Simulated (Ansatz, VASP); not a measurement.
## Al in VASP and in Ansatz

Contents of INCAR:

```
ALGO = Fast
EDIFF = 1E-6
ENCUT = 520
GGA = PE
ISIF = 2
ISMEAR = 0
LASPH = T
LCHARG = F
LREAL = F
LWAVE = F
NBANDS = 10
NELM = 100
PREC = Accurate
SIGMA = 0.15
```

Contents of KPOINTS:

```
k-points
0
Gamma
  20 20 12
```

File POSCAR:

```
Al
1.0
   -1.5528098305      1.5528098305      1.6175102401
    1.5528098305     -1.5528098305      1.6175102401
    3.1056196609      3.1056196609      0.0000000000
Al
2
Direct
    0.0390818832     -0.0390818832      0.0000000000
    0.4609181168      0.5390818832      0.5000000000
```

Input for Ansatz:

```yaml
crystal:
  lattice:
    - [-1.5528098305, 1.5528098305, 1.6175102401]
    - [1.5528098305, -1.5528098305, 1.6175102401]
    - [3.1056196609, 3.1056196609, 0.0]
  atoms:
    - { symbol: Al, position: [0.0390818832, -0.0390818832, 0.0] }
    - { symbol: Al, position: [0.4609181168, 0.5390818832, 0.5] }
basis:
  ecutwfc: 420
kpoints:
  mp_grid: { grid: [20, 20, 12] }
hamiltonian:
  xc: pbe
scf:
  occupations: { method: gaussian, width: 0.15 }
output:
  forces: true
  stress: true
  eigenvalues: true
```

Change from the starting cell: mode 1 frozen in at -0.179 Å, equal normal strain along x and y -0.0400.

Alike in both runs: task single point; functional PBE; k mesh 20 × 20 × 12; occupations gaussian, width 0.15 eV; no spin polarisation.

```csv
,VASP,Ansatz
version,VASP 6.6.1,Ansatz 0.2.0
potentials or method,"VASP PAW PBE potentials, release 64 (Al)","scalar-relativistic, plane waves, PAW"
plane-wave cutoff (eV),520,420
valence electrons in the cell,6,6
```

```tsv
	VASP	Ansatz	Ansatz less VASP
gap on the k mesh at the Fermi level (eV)	none	none	-
pressure (GPa)	6.9	6.9	+0.02
largest component of the traceless stress (GPa)	0.66	0.66	+0.001
rms of the force components (eV/Å)	0.045	0.045	-0.0007
```

Atom by atom the forces differ by 0.001 eV/Å (rms over components). A gap of «none» marks a metal or a gap that the smearing closes.
